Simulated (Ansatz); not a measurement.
Theory: DFT PBE, scalar-relativistic, plane waves, PAW (Ansatz 0.2.0). All cells share a 420 eV cutoff and Γ-centred k meshes spaced at most about 0.3 Å⁻¹ (about 0.25 or finer for metals, 2π included). No spin polarisation in the final relaxations.

Temperature and zero-point effects are left out.

Two forms of Bi₂Se₃ were relaxed alike.

A.

```yaml
crystal:
  lattice:
    - [4.15785, 0.00000, 0.00000]
    - [0.00000, 4.15785, 0.00000]
    - [0.00000, 0.00000, 10.77583]
  atoms:
    - { symbol: Bi, position: [0.00000, 0.00000, 0.00000] }
    - { symbol: Bi, position: [0.50000, 0.50000, 0.50000] }
    - { symbol: Se, position: [0.00000, 0.00000, 0.50000] }
    - { symbol: Se, position: [0.00000, 0.00000, 0.75794] }
    - { symbol: Se, position: [0.00000, 0.00000, 0.24206] }
```

B.

```yaml
crystal:
  lattice:
    - [-2.57803, 2.57803, 5.80339]
    - [2.57803, -2.57803, 5.80339]
    - [2.57803, 2.57803, -5.80339]
  atoms:
    - { symbol: Bi, position: [0.75000, 0.25000, 0.50000] }
    - { symbol: Bi, position: [0.25000, 0.75000, 0.50000] }
    - { symbol: Se, position: [0.50000, 0.00000, 0.50000] }
    - { symbol: Se, position: [0.00000, 0.50000, 0.50000] }
    - { symbol: Se, position: [0.50000, 0.50000, 0.00000] }
```

Problem. Which would you expect to be lower, and how large is the difference?

Solution. B is lower, by 239 meV/atom. A has space group P4/mmm (No. 123), 37.3 Å³/atom and no gap on its mesh; B has space group I4/mmm (No. 139), 30.9 Å³/atom and no gap. Counting Se atoms around Bi (those within 1.25 times the shortest such distance or 1.15 times the sum of covalent radii, 1.27 where that leaves under three; a slash parts the counts of unlike sites), A has Bi 2/4 and B has Bi 2. B holds Se–Se nets (shortest 2.58 Å); in A the shortest Se–Se distance is 2.78 Å, near bonding range too. The denser one is the lower, and pressure would at first widen the difference. Even the lower one lies +0.17 eV/atom against the reference forms of the elements (uncorrected), so neither is stable at this level. In A, Bi on its first site has 2 Se at 2.61 Å; around Bi on its second site lie 4 Se at 2.94 Å; Se on a site of symmetry 4/mmm has 2 Se at 2.78 Å and 4 Bi at 2.94 Å; 1 more site not described. In B, Bi is surrounded by 2 Se at 2.90 Å; around Se on a site of symmetry mmm lie 2 Se at 2.58 Å and 2 Bi at 2.90 Å; Se on a site of symmetry 4/mmm is surrounded by 4 Se at 2.58 Å. Both come from invented guesses. A third cell relaxed alike, in R-3m (a cell as deposited in COD), lies 0.56 eV/atom below the lower of the two.

These runs have no spin–orbit coupling, which can matter for Bi. Cells relaxed within their symmetry can be saddle points.

Both tetragonal cells lie far above the R-3m form, and the main reason is probably chemical order rather than packing. In the layered R-3m structure, Bi(III) binds only selenide, so the Se 4p shell is filled through polar Bi–Se bonds and no Se–Se bonds are needed. A and B instead bring Se atoms close together. At 2.58 and 2.78 Å these contacts are longer than a normal Se–Se single bond, which suggests weak, electron-rich multicentre bonding. Selenium then takes up less charge from Bi, and the ionic and covalent gain of Bi–Se bonding is partly lost. The missing gap in both cells fits this incomplete charge transfer.

The order of A and B doesn't follow the shortest Bi–Se contact, which at 2.61 Å belongs to the higher cell. B probably gains from its more extended Se network and closer packing, though the energies don't separate the two. Nor does its density make B a candidate high-pressure phase, since that would require its enthalpy to fall below that of the R-3m form and other dense competitors.
